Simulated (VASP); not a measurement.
# WS2 in VASP: notebook

Runs on WS2. Level: PBE. Tasks: single point.

Everything below comes from runs of VASP 6.6.1. Logs are shortened: lines on timing, memory, paths and dates and some standing lists are left out, and cuts for length are marked.

## (1) The slab as given

The cell holds a slab with vacuum, 3 atoms: a = 3.180 Å, b = 3.180 Å, c = 7.125 Å, α = 90.00°, β = 90.00°, γ = 120.00°.

## (2) Single point, PBE

The input, INCAR:

```
SYSTEM = WS2
PREC = Accurate ; ENCUT = 460
EDIFF = 1E-7 ; ISMEAR = 0
SIGMA = 0.05 ; LREAL = .FALSE.
LASPH = .TRUE. ; NELM = 120
ALGO = Normal ; ISIF = 2
LWAVE = .FALSE. ; LCHARG = .FALSE.
LDIPOL = .TRUE. ; IDIPOL = 3
DIPOL = 0.5 0.5 0.500 ; GGA = PE
NBANDS = 24 ; LVHAR = .TRUE.
LVACPOTAV = .TRUE.
```

The input, KPOINTS:

```
Automatic mesh
0
G
  6 6 1
  0 0 0
```

The input, POSCAR:

```
WS2
1.0
    3.1800000000      0.0000000000      0.0000000000
   -1.5900000000      2.7539607800      0.0000000000
    0.0000000000      0.0000000000      7.1250000000
S W
2 1
Direct
    0.3333333333      0.6666666667      0.2807017544
    0.3333333333      0.6666666667      0.7192982456
    0.6666666667      0.3333333333      0.5000000000
```

Potentials or basis: VASP PAW PBE potentials, release 64 (S, W_sv).

Started as:

```bash
$ cat potpaw_PBE.64/S/POTCAR potpaw_PBE.64/W_sv/POTCAR > POTCAR
$ mpirun -np 1 vasp_std > vasp.out
```

OUTCAR:

```text
SYSTEM = WS2
   PREC = Accurate
   ENCUT = 460
   EDIFF = 1E-7
   ISMEAR = 0
   LREAL = .FALSE.
   LASPH = .TRUE.
   NELM = 120
   ISIF = 2
   GGA = PE

 Found      7 irreducible k-points:

 Following reciprocal coordinates:
            Coordinates               Weight
  0.000000  0.000000  0.000000      1.000000
  0.166667  0.000000  0.000000      6.000000
  0.333333  0.000000  0.000000      6.000000
  0.500000  0.000000  0.000000      3.000000
  0.166667  0.166667  0.000000      6.000000
  0.333333  0.166667  0.000000     12.000000
   k-points           NKPTS =      7   k-points in BZ     NKDIM =      7   number of bands    NBANDS=     24
   number of dos      NEDOS =    301   number of ions     NIONS =      3
   total plane-waves  NPLWV =  28800
   dimension x,y,z NGX =    24 NGY =   24 NGZ =   50
   dimension x,y,z NGXF=    48 NGYF=   48 NGZF=  100
   ions per type =               2   1
   NGX,Y,Z   is equivalent  to a cutoff of  12.55, 12.55, 11.67 a.u.
   NGXF,Y,Z  is equivalent  to a cutoff of  25.09, 25.09, 23.33 a.u.
 SYSTEM =  WS2
   PREC   = accura    normal or accurate (medium, high low for compatibility)
   ISTART =      0    job   : 0-new  1-cont  2-samecut
   ICHARG =      2    charge: 1-file 2-atom 10-const
   ISPIN  =      1    spin polarized calculation?
   LNONCOLLINEAR =      F non collinear calculations
   LSORBIT =      F    spin-orbit coupling
   LASPH  =      T    aspherical Exc in radial PAW
   ENCUT  =  460.0 eV  33.81 Ry    5.81 a.u.   5.56  5.56 12.46*2*pi/ulx,y,z
   NELM   =    120;   NELMIN=  2; NELMDL= -5     # of ELM steps
   EDIFF  = 0.1E-06   stopping-criterion for ELM
   LREAL  =      F    real-space projection
   EDIFFG = 0.1E-05   stopping-criterion for IOM
   NSW    =      0    number of steps for IOM
   IBRION =     -1    ionic relax: 0-MD 1-quasi-New 2-CG
   NFREE  =      0    steps in history (QN), initial steepest desc. (CG)
   ISIF   =      2    stress and relaxation
   ISYM   =      2    0-nonsym 1-usesym 2-fastsym
   POTIM  = 0.5000    time-step for ionic-motion
   TEBEG  =    0.0;   TEEND  =   0.0 temperature during run
   PSTRESS=    0.0 pullay stress
   NELECT =      26.0000    total number of electrons
   NUPDOWN=      -1.0000    fix difference up-down
   EMIN   =  10.00;   EMAX   =-10.00  energy-range for DOS
   EFERMI =   0.00;   METHOD = LEGACY
   ISMEAR =     0;   SIGMA  =   0.05  broadening in eV -4-tet -1-fermi 0-gaus
   EFERMI_NEDOS =   21; number of points for ismear=-14 and -15
   IALGO  =     38    algorithm
   IMIX   =      4    mixing-type and parameters
     AMIX     =   0.40;   BMIX     =  1.00
     AMIX_MAG =   1.60;   BMIX_MAG =  1.00
  volume/ion in A,a.u.               =      20.80       140.36
  Fermi-wavevector in a.u.,A,eV,Ry     =   1.222764  2.310689 20.342781  1.495152
  Thomas-Fermi vector in A             =   2.357899
   LORBIT       =      0    0 simple, 1 ext, 2 COOP (PROOUT), +10 PAW based schemes
   GGA     = PE    functional components
   LHFCALC =     F    Hartree Fock is set to
   AEXX    =    0.0000 exact exchange contribution
   IVDW    =     0    specifies the selected vdW correction
   LEPSILON=     F    determine dielectric tensor
   LRPA    =     F    only Hartree local field effects (RPA)
 non-spin polarized calculation
 Gauss-broadening in eV      SIGMA  =   0.05
  energy-cutoff  :      460.00
  volume of cell :       62.40
 maximum number of plane-waves:      1421
 NGX is ok and might be reduce to    24
   NGX = 11   NGY = 11   NGZ = 25

 number of electron      26.0000002 magnetization

 dipolmoment           0.000000      0.000000     -0.000000 electrons x Angstroem

 Free energy of the ion-electron system (eV)
  ---------------------------------------------------
  ext. energy  EPLUGINS =         0.00000000
  ---------------------------------------------------
  free energy    TOTEN  =       -23.51091994 eV

  energy without entropy =      -23.51091994  energy(sigma->0) =      -23.51091994

 E-fermi :   5.2717     XC(G=0):  -9.7771

 val. band max:        5.0086189395   @ k =   0.3333   0.3333   0.0000
 cond. band min:       6.8522471039   @ k =   0.3333   0.3333   0.0000
 fundamental gap:      1.8436281644
 Fermi energy:         5.2716503452

 k-point     1 :       0.0000    0.0000    0.0000
  band No.  band energies     occupation
      1     -68.9751      2.00000
      2     -33.2045      2.00000
      3     -33.0703      2.00000
      4     -33.0703      2.00000
      5      -9.7530      2.00000
      6      -8.0445      2.00000
[... 16 lines left out ...]
     23      17.5524      0.00000
     24      18.0753      0.00000

 k-point     2 :       0.1667    0.0000    0.0000
  band No.  band energies     occupation
      1     -68.9709      2.00000
      2     -33.1891      2.00000
      3     -33.1558      2.00000
      4     -33.0903      2.00000
      5      -9.3109      2.00000
      6      -7.8880      2.00000
[... 16 lines left out ...]
     23      16.8016      0.00000
     24      17.4165      0.00000

 k-point     3 :       0.3333    0.0000    0.0000
  band No.  band energies     occupation
      1     -68.9624      2.00000
      2     -33.3230      2.00000
      3     -33.1580      2.00000
      4     -33.1299      2.00000
      5      -8.2746      2.00000
      6      -7.5313      2.00000
[... 16 lines left out ...]
     23      17.0106      0.00000
     24      17.0526      0.00000

 k-point     4 :       0.5000    0.0000    0.0000
  band No.  band energies     occupation
      1     -68.9581      2.00000
      2     -33.4048      2.00000
      3     -33.1495      2.00000
      4     -33.1424      2.00000
      5      -7.6220      2.00000
      6      -7.3231      2.00000
[... 16 lines left out ...]
     23      16.1602      0.00000
     24      17.9116      0.00000

 k-point     5 :       0.1667    0.1667    0.0000
  band No.  band energies     occupation
      1     -68.9645      2.00000
      2     -33.2659      2.00000
      3     -33.1658      2.00000
      4     -33.1361      2.00000
      5      -8.5618      2.00000
      6      -7.6233      2.00000
[... 16 lines left out ...]
     23      16.2462      0.00000
     24      16.7273      0.00000

 k-point     6 :       0.3333    0.1667    0.0000
  band No.  band energies     occupation
      1     -68.9581      2.00000
      2     -33.3631      2.00000
      3     -33.1928      2.00000
      4     -33.1424      2.00000
      5      -7.6453      2.00000
      6      -7.3036      2.00000
[... 16 lines left out ...]
     23      16.3931      0.00000
     24      17.5052      0.00000

 [... further k-points ...]

------------------------ aborting loop because EDIFF is reached ----------------------------------------

  FORCE on cell =-STRESS in cart. coord.  units (eV):
  Direction    XX          YY          ZZ          XY          YZ          ZX
  --------------------------------------------------------------------------------------
  -------------------------------------------------------------------------------------
  Total        0.1801918      0.1801918      2.2507875      0.0000000      0.0000000      0.0000000
  in kB        4.6267480      4.6267480     57.7930131      0.0000000      0.0000000      0.0000000
  external PRESSURE =      22.3488364 kB  Pullay stress =       0.0000000 kB

 VOLUME and BASIS-vectors are now :
 -----------------------------------------------------------------------------
  energy-cutoff  :      460.00
  volume of cell :       62.40
      direct lattice vectors                 reciprocal lattice vectors
     3.180000000  0.000000000  0.000000000     0.314465409  0.181556689  0.000000000
    -1.590000000  2.753960780  0.000000000     0.000000000  0.363113377  0.000000000
     0.000000000  0.000000000  7.125000000     0.000000000  0.000000000  0.140350877

 POSITION                                       TOTAL-FORCE (eV/Angst)
 -----------------------------------------------------------------------------------
     -0.00000      1.83597      2.00000         0.000000     -0.000000     -0.171912
     -0.00000      1.83597      5.12500         0.000000     -0.000000      0.171912
      1.59000      0.91799      3.56250        -0.000000      0.000000      0.000000
 -----------------------------------------------------------------------------------
    total drift:                                0.000000     -0.000000      0.000000

  FREE ENERGIE OF THE ION-ELECTRON SYSTEM (eV)
  ---------------------------------------------------
  free  energy   TOTEN  =       -23.5109199350 eV

  energy  without entropy=      -23.5109199350  energy(sigma->0) =      -23.51091994
```

Wall time 11 s (1 thread of Intel Xeon Platinum 8559C (Emerald Rapids), shared host); peak memory 0.17 GiB.

These settings aren't checked as converged: the numbers below hold their error.

Results:

```
Free energy            : -23.5109 eV
Largest force          : 0.172 eV/Å
Band gap on the k mesh : 1.84 eV, direct
```

Caveat: spin-orbit coupling is left out, which moves the levels of the heavy elements.

[end of part 1 of 2]
